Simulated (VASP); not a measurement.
The system is CdS (Hawleyite).

```
Cd S
1.0
     0.00000    2.91650    2.91650
     2.91650    0.00000    2.91650
     2.91650    2.91650    0.00000
Cd S
1 1
Direct
  0.00000 0.00000 0.00000
  0.75000 0.75000 0.75000
```

Base run:

- Program: VASP 6.6.1
- Functional: HSE06
- Potentials or basis: VASP PAW PBE potentials, release 64 (Cd, S)
- Cutoff: 520 eV
- k mesh: 6 × 6 × 6
- Occupations: gaussian, width 0.02 eV
- Spin: no spin polarisation

Its results: band gap on the k mesh 2.19 eV, direct; pressure 2.0 GPa.

Q: The run is repeated on the same cell with these changes: functional from HSE06 to HSE03. What comes out?

A: Band gap on the k mesh 1.98 eV, direct; pressure 2.2 GPa.

Caveats: the PAW data sets were made with another functional, which shifts forces and pressure a little.
